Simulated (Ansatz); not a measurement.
`[SiH3]OBS` + `NC(N)=O` → `NC(=O)N[SiH3]` + `OBS`  (ligand exchange at the Si–O bond)

Program: Ansatz. Geometries: PBE0-D4/def2-TZVP. ΔE: electronic, gas phase. CBS: MP2 limit from def2 TZ/QZ plus the TZ coupled-cluster correction, frozen cores. Functionals use def2-TZVPP. B3LYP here is the variant with VWN-RPA as its local correlation; programs differ in this. One conformer a species, not always the lowest.

`[SiH3]OBS`:

Cartesian coordinates in Å:
```
Si -0.793 0.898 0.707
O -0.002 -0.546 0.673
B 0.764 -1.318 -0.123
S 1.283 -0.911 -1.806
H -0.172 1.738 1.756
H -0.702 1.594 -0.605
H -2.214 0.630 1.027
H 1.155 -2.373 0.285
H 0.680 0.287 -1.914
```

`NC(N)=O`:

Cartesian coordinates in Å:
```
N 0.076 0.002 1.178
C -0.485 -0.117 -0.073
N 0.395 0.111 -1.107
O -1.650 -0.398 -0.249
H -0.510 -0.355 1.914
H 1.058 -0.189 1.282
H -0.057 0.219 -2.000
H 1.173 0.727 -0.945
```

`NC(=O)N[SiH3]`:

Z-matrix (Å, degrees):
```
Si
N 1 1.750
H 1 1.480 2 111.4
H 1 1.488 2 103.4 3 117.4
H 1 1.480 2 112.2 3 -125.0
C 2 1.369 1 116.3 3 63.4
H 2 1.006 1 123.5 3 -124.1
O 6 1.219 2 120.0 1 -0.9
N 6 1.368 2 117.1 1 177.5
H 9 1.005 6 114.7 2 169.5
H 9 1.004 6 120.1 2 23.1
```

`OBS`:

```xyz
6

O    -1.355    0.609   -0.159
B    -0.282   -0.092    0.268
S     1.300   -0.028   -0.614
H    -1.214    1.133   -0.952
H    -0.403   -0.760    1.249
H     1.953   -0.862    0.207
```

```json
{"level": "PBE-D4", "ΔE (kJ/mol)": "25.6", "difference from CCSD(T)/CBS": "-4.3"}
{"level": "B3LYP-D4", "ΔE (kJ/mol)": "34.3", "difference from CCSD(T)/CBS": "4.4"}
{"level": "ωB97X-V", "ΔE (kJ/mol)": "29.8", "difference from CCSD(T)/CBS": "-0.1"}
{"level": "ωB97M-V", "ΔE (kJ/mol)": "28.9", "difference from CCSD(T)/CBS": "-1.0"}
{"level": "B2PLYP", "ΔE (kJ/mol)": "33.2", "difference from CCSD(T)/CBS": "3.3"}
{"level": "PBE", "ΔE (kJ/mol)": "26.0", "difference from CCSD(T)/CBS": "-3.9"}
{"level": "r2SCAN", "ΔE (kJ/mol)": "29.6", "difference from CCSD(T)/CBS": "-0.3"}
{"level": "PBE0", "ΔE (kJ/mol)": "27.8", "difference from CCSD(T)/CBS": "-2.1"}
{"level": "B3LYP", "ΔE (kJ/mol)": "34.8", "difference from CCSD(T)/CBS": "4.9"}
{"level": "HF/def2-TZVPP", "ΔE (kJ/mol)": "42.1", "difference from CCSD(T)/CBS": "12.2"}
{"level": "SCS-MP2/def2-TZVPP", "ΔE (kJ/mol)": "31.6", "difference from CCSD(T)/CBS": "1.7"}
{"level": "HF/def2-QZVPP", "ΔE (kJ/mol)": "42.9", "difference from CCSD(T)/CBS": "13.0"}
{"level": "MP2/def2-QZVPP", "ΔE (kJ/mol)": "29.7", "difference from CCSD(T)/CBS": "-0.2"}
{"level": "HF/CBS(def2)", "ΔE (kJ/mol)": "43.0", "difference from CCSD(T)/CBS": "13.1"}
{"level": "MP2/CBS(def2)", "ΔE (kJ/mol)": "29.8", "difference from CCSD(T)/CBS": "-0.1"}
{"level": "CCSD/CBS(def2)", "ΔE (kJ/mol)": "31.8", "difference from CCSD(T)/CBS": "1.9"}
{"level": "CCSD(T)/CBS", "ΔE (kJ/mol)": "29.9", "difference from CCSD(T)/CBS": "0"}
```

Largest T1 diagnostic among the species: 0.014.

In def2-TZVPP, CCSD(T) changes the Hartree–Fock value by −13.0 kJ/mol (the triples alone add −1.9 kJ/mol) and MP2 by −13.2 kJ/mol.

CCSD(T)/CBS has its own doubt, a few kJ/mol and more with outer-core shells, so smaller differences from it don't rank the levels.
